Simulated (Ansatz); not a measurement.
## Rb: reading a single point

```
Rb
1.0
     3.63349    0.00000    0.00000
     1.81674    3.14670    0.00000
     0.00000    0.00000    6.85216
Rb
2
Direct
  0.66667 0.66667 0.25000
  0.33333 0.33333 0.75000
```

Single point in Ansatz 0.2.0 with PBE, no spin polarisation. Cutoff 420 eV, PAW datasets, 11×11×5 Γ-centred k mesh, methfessel-paxton filling (width 0.0578 eV).

Question: Metal or insulator?

Answer: It is a metal, with about 2.3 states/eV a cell as the mean within 0.25 eV of the Fermi level.

Question: Are the atoms at rest?

Answer: The forces vanish by the symmetry of the sites.

Question: Describe some of the short contacts.

Answer: Rb–Rb at 3.63 Å: least valence density 0.05 e/Å³ and ELF 0.05 there. Both are smooth PAW fields, read partly inside the augmentation spheres.

Question: What does the stress say?

Answer: The pressure is 9.9 GPa (compression positive), so with the atoms held at these fractions the cell would first expand. The principal stresses 7.7, 10.9, 10.9 GPa differ, so its shape would change too.

Origin: a known structure type with other elements, at an estimated volume, so it need not be a known compound. Caveats: many states at the Fermi level without spin polarisation, so a magnetic state may lie lower.
